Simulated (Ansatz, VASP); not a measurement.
One calculation of ZnO, two programs

INCAR

```
SYSTEM = ZnO
  ALGO = Normal
  EDIFF = 1E-6
  EDIFFG = -0.005
  ENCUT = 600
  GGA = PE
  IBRION = 2
  ISIF = 3
  ISMEAR = 0
  LASPH = .True.
  LCHARG = .False.
  LREAL = .False.
  LWAVE = .False.
  NELM = 100
  NSW = 100
  PREC = Accurate
  SIGMA = 0.02
```

KPOINTS

```
k-points
0
Gamma
  12 12 6
  0 0 0
```

File POSCAR:

```
ZnO
1.0
    3.2493987239      0.0000000000      0.0000000000
   -1.6246993619      2.8140618419      0.0000000000
    0.0000000000      0.0000000000      5.2038000000
Zn O
2 2
Direct
    0.3333333333      0.6666666667      0.0000000000
    0.6666666667      0.3333333333      0.5000000000
    0.3333333333      0.6666666667      0.3821000000
    0.6666666667      0.3333333333      0.8821000000
```

Input for Ansatz:

```yaml
crystal:
  lattice:
    - [3.2493987239, 0.0, 0.0]
    - [-1.6246993619, 2.8140618419, 0.0]
    - [0.0, 0.0, 5.2038]
  atoms:
    - { symbol: Zn, position: [0.3333333333, 0.6666666667, 0.0] }
    - { symbol: Zn, position: [0.6666666667, 0.3333333333, 0.5] }
    - { symbol: O, position: [0.3333333333, 0.6666666667, 0.3821] }
    - { symbol: O, position: [0.6666666667, 0.3333333333, 0.8821] }
basis:
  ecutwfc: 420
kpoints:
  mp_grid: { grid: [12, 12, 6] }
hamiltonian:
  xc: pbe
scf:
  occupations: { method: gaussian, width: 0.02 }
output:
  forces: true
  stress: true
  eigenvalues: true
relax:
  adjacent_minimum: "off"
  f_tol: 0.005
  max_steps: 80
  cell: { stress_tol: 0.05 }
```

Alike in both runs: task relaxation of cell and atoms; functional PBE; k mesh 12 × 12 × 6; occupations gaussian, width 0.02 eV; no spin polarisation.

```csv
,VASP,Ansatz
version,VASP 6.6.1,Ansatz 0.2.0
potentials or method,"VASP PAW PBE potentials, release 64 (Zn, O)","scalar-relativistic, plane waves, PAW"
plane-wave cutoff (eV),600,420
valence electrons in the cell,36,36
```

VASP gave:

| Item | Value |
| --- | --- |
| gap on the k mesh at the Fermi level, each at its own relaxed structure (eV) | 0.72 |
| relaxed volume (Å³/atom) | 12.39 |
| relaxed cell length with the largest relative difference (Å) | 5.303 |
| energy change over the relaxation (meV/atom) | -9 |

Which values does Ansatz return?

gap on the k mesh at the Fermi level, each at its own relaxed structure (eV): 0.74; relaxed volume (Å³/atom): 12.33; relaxed cell length with the largest relative difference (Å): 5.293; energy change over the relaxation (meV/atom): -7.

PBE usually gives volumes a little too large and moduli too small. Zero-point motion and thermal expansion aren't in these numbers.
